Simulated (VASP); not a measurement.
# Fe (Im-3m) in VASP: further runs, part 2 of 2

VASP 6.6.1.

## 4. Single point, PBEsol, collinear spin, ferromagnetic start

File INCAR:

```
SYSTEM = Fe
ALGO = Normal ; EDIFF = 1E-7
ENCUT = 520 ; GGA = PS
ISIF = 2 ; ISMEAR = -1
ISPIN = 2 ; LASPH = .True.
LCHARG = .True. ; LELF = .True.
LMAXMIX = 4 ; LORBIT = 11
LREAL = .False. ; LVHAR = .True.
LWAVE = .False. ; MAGMOM = 3
NBANDS = 14 ; NELM = 100
PREC = Accurate ; SIGMA = 0.05
```

File KPOINTS:

```
k-points
0
Gamma
  13 13 13
  0 0 0
```

File POSCAR:

```
Fe
1.0
   -1.4430000000      1.4430000000      1.4430000000
    1.4430000000     -1.4430000000      1.4430000000
    1.4430000000      1.4430000000     -1.4430000000
Fe
1
Direct
    0.0000000000      0.0000000000      0.0000000000
```

On the command line:

```console
cat potpaw_PBE.64/Fe/POTCAR > POTCAR
mpirun -np 1 vasp_std > vasp.out
```

It took 20 s on 1 thread of AMD EPYC 9R45 (Zen 5), shared host; peak memory 0.11 GiB.

Results (log left out):

```yaml
Free_energy: -8.8442 eV
Pressure: -17.4 GPa
Band_gap_on_the_k_mesh: none (metal or under the smearing width)
Net_moment: 2.29 μB per cell
Site_moments: Fe +2.29 μB
Valence_electrons_inside_the_program's_atomic_spheres: Fe 7.16
```

Levels at points of the mesh, in eV from the Fermi level:
Spin up:
```tsv
k point	band 2	band 3	band 4	band 5	band 6	band 7	band 8	band 9
(0.00, 0.00, 0.00)	-2.20	-2.20	-2.20	-1.04	-1.04	24.41	24.41	24.41
```
Spin down:
| k point | band 1 | band 2 | band 3 | band 4 | band 5 | band 6 | band 7 | band 8 |
| --- | --- | --- | --- | --- | --- | --- | --- | --- |
| (0.00, 0.00, 0.00) | -7.92 | -0.16 | -0.16 | -0.16 | 1.68 | 1.68 | 24.28 | 24.28 |

Caveat: so large a pressure means that the cell lies far from this level's equilibrium, or that cutoff or potentials fall short; the potentials were made for another functional, which shifts forces and pressure.

## 5. Single point, PBEsol, collinear spin, ferromagnetic start (cell strained at random at fixed volume)

INCAR is that of step 4.

KPOINTS is that of step 4.

File POSCAR:

```
Fe
1.0
   -1.4815330000      1.4342380000      1.4590090000
    1.4675270000     -1.4309640000      1.4417290000
    1.4535380000      1.4029680000     -1.4557350000
Fe
1
Direct
   -0.0127860000     -0.0069470000     -0.0146850000
```

Potentials or basis: VASP PAW PBE potentials, release 64 (Fe).

On the command line:

```console
cat potpaw_PBE.64/Fe/POTCAR > POTCAR
mpirun -np 1 vasp_std > vasp.out
```

OUTCAR:

```text
SYSTEM = Fe
   EDIFF = 1E-7
   ENCUT = 520
   GGA = PS
   ISIF = 2
   ISMEAR = -1
   ISPIN = 2
   LASPH = .True.
   LORBIT = 11
   LREAL = .False.
   NELM = 100
   PREC = Accurate

 ion  position               nearest neighbor table
   1  0.987  0.993  0.985-

  LATTYP: Found a triclinic cell.
 ALAT       =     4.0529821001
 B/A-ratio  =     0.6143701914
 C/A-ratio  =     1.0108430306
 COS(alpha) =     0.0011253521
 COS(beta)  =     0.5103909847
 COS(gamma) =     0.8098968970

  Lattice vectors:

 A1 = (  -0.0139890000,   2.8339320000,  -2.8974640000)
 A2 = (   1.4535380000,   1.4029680000,  -1.4557350000)
 A3 = (  -2.9070590000,   0.0247220000,  -2.8867320000)

Analysis of symmetry for initial positions (statically):
=====================================================================
 Subroutine PRICEL returns:
 Original cell was already a primitive cell.

 Routine SETGRP: Setting up the symmetry group for a
 triclinic supercell.

[... 610 lines left out ...]
      7      28.9320      0.00000
      8      29.2765      0.00000
      9      29.8516      0.00000
     10      34.2950      0.00000
     11      34.6287      0.00000
     12      36.4102      0.00000
     13      36.8281      0.00000
     14      37.2085      0.00000
[... 379 lines left out ...]
      3       4.2663      1.00000
      4       6.4184      0.00000
      5       6.9202      0.00000
      6       7.3213      0.00000
      7      18.9882      0.00000
      8      20.8697      0.00000
      9      26.1044      0.00000
     10      29.9538      0.00000
     11      34.6508      0.00000
     12      36.3319      0.00000
     13      41.1593      0.00000
     14      43.0384      0.00000

 [... further k-points ...]

------------------------ aborting loop because EDIFF is reached ----------------------------------------

  FORCE on cell =-STRESS in cart. coord.  units (eV):
  Direction    XX          YY          ZZ          XY          YZ          ZX
  --------------------------------------------------------------------------------------
  -------------------------------------------------------------------------------------
  Total       -1.3639986     -1.1773587     -1.3196245      0.0877217     -0.0018265      0.0449132
  in kB     -181.8300072   -156.9496746   -175.9146453     11.6938863     -0.2434851      5.9872259
  external PRESSURE =    -171.5647757 kB  Pullay stress =       0.0000000 kB

 VOLUME and BASIS-vectors are now :
 -----------------------------------------------------------------------------
  energy-cutoff  :      520.00
  volume of cell :       12.02
      direct lattice vectors                 reciprocal lattice vectors
    -1.481533000  1.434238000  1.459009000     0.005025878  0.352111635  0.344366702
     1.467527000 -1.430964000  1.441729000     0.344030512  0.002994858  0.346397602
     1.453538000  1.402968000 -1.455735000     0.345757688  0.355869590  0.001267803

 POSITION                                       TOTAL-FORCE (eV/Angst)
 -----------------------------------------------------------------------------------
      1.42693      1.37724      1.43771        -0.000000      0.000000      0.000000
 -----------------------------------------------------------------------------------
    total drift:                                0.000005      0.000003      0.000004

  FREE ENERGIE OF THE ION-ELECTRON SYSTEM (eV)
  ---------------------------------------------------
  free  energy   TOTEN  =        -8.8416256543 eV

  energy  without entropy=       -8.8313400292  energy(sigma->0) =       -8.83648284

 total charge

# of ion       s       p       d       tot
------------------------------------------
    1        0.467   0.495   6.200   7.162

 magnetization (x)

# of ion       s       p       d       tot
------------------------------------------
    1       -0.014  -0.051   2.363   2.298
```

OSZICAR:

```text
N       E                     dE             d eps       ncg     rms          rms(c)
DAV:   1     0.211183442341E+02    0.21118E+02   -0.37885E+03 67012   0.686E+02
DAV:   2    -0.901733155168E+01   -0.30136E+02   -0.27540E+02 67322   0.127E+02
DAV:   3    -0.994574240777E+01   -0.92841E+00   -0.92165E+00 74502   0.232E+01
DAV:   4    -0.994888023561E+01   -0.31378E-02   -0.31375E-02 71384   0.122E+00
DAV:   5    -0.994889580810E+01   -0.15572E-04   -0.15572E-04 75026   0.883E-02    0.115E+01
DAV:   6    -0.896310397551E+01    0.98579E+00   -0.12274E+01 77270   0.398E+01    0.637E+00
DAV:   7    -0.885647632083E+01    0.10663E+00   -0.96724E-01 76046   0.106E+01    0.343E+00
DAV:   8    -0.884902796615E+01    0.74484E-02   -0.83530E-03 72734   0.513E-01    0.130E+00
DAV:   9    -0.884188233651E+01    0.71456E-02   -0.92102E-03 83720   0.461E-01    0.373E-01
DAV:  10    -0.884156710295E+01    0.31523E-03   -0.61432E-04 76784   0.327E-01    0.101E-01
DAV:  11    -0.884162479057E+01   -0.57688E-04   -0.18314E-04 76410   0.123E-01    0.418E-02
DAV:  12    -0.884162563204E+01   -0.84147E-06   -0.95928E-06 68306   0.308E-02    0.119E-02
DAV:  13    -0.884162609280E+01   -0.46075E-06   -0.78965E-07 65450   0.678E-03    0.814E-03
DAV:  14    -0.884162570392E+01    0.38888E-06   -0.35957E-07 68488   0.631E-03    0.329E-03
DAV:  15    -0.884162565434E+01    0.49582E-07   -0.64862E-08 33004   0.211E-03
   1 F= -.88416257E+01 E0= -.88364828E+01  d E =-.102856E-01  mag=     2.2982
```

stdout:

```text
POSCAR found type information on POSCAR Fe
 POSCAR found :  1 types and       1 ions
 scaLAPACK will be used
 -----------------------------------------------------------------------------
|                                                                             |
|                                                                             |
|     You enforced a specific xc type in the INCAR file but a different       |
|     I HOPE YOU KNOW WHAT YOU ARE DOING!                                     |
|                                                                             |
 -----------------------------------------------------------------------------

 LDA part: xc-table for (Slater+PW92), standard interpolation
 POSCAR, INCAR and KPOINTS ok, starting setup
 FFT: planning ... GRIDC
 FFT: planning ... GRID_SOFT
 FFT: planning ... GRID
 WAVECAR not read
 entering main loop
```

Run time: 4.1 min. Hardware: 1 thread of AMD EPYC 9R45 (Zen 5), shared host; peak memory 0.34 GiB.

Results:

```yaml
Free_energy: -8.8416 eV
Pressure: -17.2 GPa
Band_gap_on_the_k_mesh: none (metal or under the smearing width)
Net_moment: 2.30 μB per cell
Site_moments: Fe +2.30 μB
Valence_electrons_inside_the_program's_atomic_spheres: Fe 7.16
```

Stress tensor (GPa, compression positive):
```
-18.18   1.17   0.60
  1.17 -15.69  -0.02
  0.60  -0.02 -17.59
```

Caveat: the PAW data sets were made with another functional, which shifts forces and pressure a little.

## 6. Summary

```csv
level,cell,ladder,gap on the mesh (eV),pressure (GPa),moment (μB)
PBE,as given,-,none,-9.1,2.28
PBE,cell strained at random at fixed volume,-,none,-8.9,2.29
PBEsol,as given,free,none,-17.4,2.29
PBEsol,cell strained at random at fixed volume,free,none,-17.2,2.30
```

Alike in all rows: task single point; potentials or basis VASP PAW PBE potentials, release 64 (Fe); spin collinear, ferromagnetic start; k mesh 13 × 13 × 13; cutoff (eV) 520; smearing fermi-dirac 0.05 eV.

Caveats: so large a pressure means that the cell lies far from this level's equilibrium, or that cutoff or potentials fall short (some runs); the potentials were made for another functional, which shifts forces and pressure (some runs); the PAW data sets were made with another functional, which shifts forces and pressure a little (some runs).

Absolute energies hang on the potentials; compare differences alone.
